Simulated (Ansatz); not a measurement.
Here is an unrelaxed guess for MgS.

```cif
data_structure
_symmetry_space_group_name_H-M 'Pm-3m'
_symmetry_Int_Tables_number 221
_cell_length_a 3.5203
_cell_length_b 3.5203
_cell_length_c 3.5203
_cell_angle_alpha 90.000
_cell_angle_beta 90.000
_cell_angle_gamma 90.000
_cell_volume 43.63
loop_
_atom_site_label
_atom_site_type_symbol
_atom_site_symmetry_multiplicity
_atom_site_Wyckoff_symbol
_atom_site_fract_x
_atom_site_fract_y
_atom_site_fract_z
_atom_site_occupancy
Mg1 Mg 1 b 0.50000 0.50000 0.50000 1
S1 S 1 a 0.00000 0.00000 0.00000 1
```

All numbers below come from DFT PBE, scalar-relativistic, plane waves, PAW in Ansatz 0.2.0. Settings: cutoff 420 eV, Γ-centred mesh 6×6×6 on the computed 2-atom cell, Gaussian smearing of 0.10 eV; no spin polarisation.

Formation energies are uncorrected and refer to the elements' standard structures at the same level.

Question: Estimate its pressure, forces and energy as it stands.

Answer: The pressure is -9.7 GPa (it wants to contract), the largest force is 0.00 eV/Å (symmetry fixes the atoms), and the energy is −0.66 eV/atom against the elements. The shortest distance is 3.05 Å.

Question: Is it a good guess?

Answer: A fair one: relaxing gains about 0.16 eV/atom (the start's value is from the coarse mesh, so the gain is rough) in 7 ionic steps and ends at −0.82 eV/atom on the finer mesh. The symmetry stays Pm-3m (No. 221). The end has the caesium chloride type. The volume per atom shrinks by 19.4 %, from 21.8 to 17.6 Å³. The shortest distance goes from 3.05 Å (Mg–S) to 2.84 Å (Mg–S). Conventional cell: a = 3.276 Å. Around Mg lie 8 S at 2.84 Å and 6 Mg at 3.28 Å; S has 8 Mg at 2.84 Å and 6 S at 3.28 Å.

The last run used a 16×16×16 mesh for its 2-atom cell and Gaussian smearing of 0.10 eV. The reference form of S is held partly by dispersion forces, which this level lacks. The relaxation can't lower the symmetry of the start, and the grade says only how near the guess is to its own end. A structure relaxed within its symmetry needn't be a true minimum. Another cell of MgS relaxed alike, in Fm-3m, lies 0.62 eV/atom lower, so this cell isn't the stable form at this level.
